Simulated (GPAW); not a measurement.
Here is a GPAW 26.7.0 calculation.

The input run.py:

```python
from ase import Atoms
from ase.dft.bandgap import bandgap
from ase.io import write
from ase.units import GPa
from gpaw import GPAW, PW, setup_paths

setup_paths.insert(0, '.')

atoms = Atoms(['Ti', 'Ti', 'C'],
              cell=[[1.540698181, 0.8895225095, 4.8137698526],
                    [-1.540698181, 0.8895225095, 4.8137698526],
                    [0.0, -1.7790450191, 4.8137698526]],
              scaled_positions=[[0.75450217, 0.75450217, 0.75450217],
                                [0.24549783, 0.24549783, 0.24549783],
                                [0.5, 0.5, 0.5]],
              pbc=True)

calc = GPAW(mode=PW(600),
            xc='PBEsol',
            kpts={'size': (8, 8, 8), 'gamma': True},
            occupations={'name': 'fermi-dirac', 'width': 0.05},
            nbands=28,
            maxiter=120,
            txt='gpaw.txt')
atoms.calc = calc
energy = atoms.get_potential_energy()
forces = atoms.get_forces()
stress = atoms.get_stress()
calc.write('gs.gpw')
write('result.traj', atoms)
print(f'Energy: {energy:.6f} eV')
print('Forces (eV/A):')
print(forces.round(4))
print('Stress (GPa):', (stress / GPa).round(3))
print('Fermi level:', round(calc.get_fermi_level(), 4), 'eV')
print(f'Gap: {bandgap(calc)[0]:.4f} eV, direct: {bandgap(calc, direct=True)[0]:.4f} eV')
```

Potentials or basis: PAW data sets generated in the run's folder for this functional, pw.

Command:

```console
$ gpaw-setup -f PBEsol C Ti
$ OMP_NUM_THREADS=1 python run.py
```

Question: Predict the pressure.

Answer: -4.5 GPa.

Question: What does it give for the band gap on the k mesh?

Answer: None (metal or under the smearing width).

Question: Predict the largest force.

Answer: 0.110 eV/Å.

Stress tensor (GPa, compression positive):
```
-4.68  0.00  0.00
 0.00 -4.68  0.00
 0.00  0.00 -4.29
```

Caveat: the cutoff is short for stress and forces, so pressures can be off by a GPa or more; the program warned that so skewed a cell can give wrong results.
